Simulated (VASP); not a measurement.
Crystal: Cu3Au (Auricupride).

```
Au Cu
1.0
     3.74000    0.00000    0.00000
     0.00000    3.74000    0.00000
     0.00000    0.00000    3.74000
Au Cu
1 3
Cartesian
  0.0000 0.0000 0.0000
  1.8700 1.8700 0.0000
  1.8700 0.0000 1.8700
  0.0000 1.8700 1.8700
```

```yaml
Program: VASP 6.6.1
Task: relaxation of cell and atoms
Functional: RPBE
Dispersion: D3(BJ)
Potentials_or_basis: VASP PAW PBE potentials, release 64 (Au, Cu)
Cutoff: 600 eV
k_mesh: 7 × 7 × 7
Occupations: fermi-dirac, width 0.05 eV
Spin: no spin polarisation
```

At the start: pressure -28.9 GPa; volume 13.08 Å³/atom.

Question: How do energy, volume and symmetry change on relaxing?

Answer: Over 9 steps the energy falls by 200.9 meV/atom and the volume is 11.18 Å³/atom (-14.5 %); space group Pm-3m (No. 221, to 0.05 Å).

The path:
| step | energy change (eV) | largest force (eV/Å) | pressure (GPa) | volume (Å³) |
| --- | --- | --- | --- | --- |
| 1 | 0.0000 | 0.0000 | -28.90 | 52.31 |
| 2 | 1.1237 | 0.0000 | 90.75 | 36.41 |
| 3 | -0.8012 | 0.0000 | -2.18 | 45.06 |
| 4 | -0.8034 | 0.0000 | -0.43 | 44.80 |
| 5 | -0.8035 | 0.0000 | 0.40 | 44.65 |
| 6 | -0.8033 | 0.0000 | -0.71 | 44.81 |
| 7 | -0.8036 | 0.0000 | 0.09 | 44.70 |
| 8 | -0.8036 | 0.0000 | -0.11 | 44.72 |
| 9 | -0.8036 | 0.0000 | -0.01 | 44.71 |

Final structure:
```xyz
4
Lattice="3.5492 0.0000 0.0000 0.0000 3.5492 0.0000 0.0000 0.0000 3.5492" Properties=species:S:1:pos:R:3 pbc="T T T"
Au    0.0000    0.0000    0.0000
Cu    1.7746    1.7746    0.0000
Cu    1.7746    0.0000    1.7746
Cu    0.0000    1.7746    1.7746
```

Caveat: the PAW data sets were made with another functional, which shifts forces and pressure a little; the volume moved by -15 % from the deposited cell, more than functionals usually miss; pairwise dispersion overbinds metals, which lowers pressure and volume.
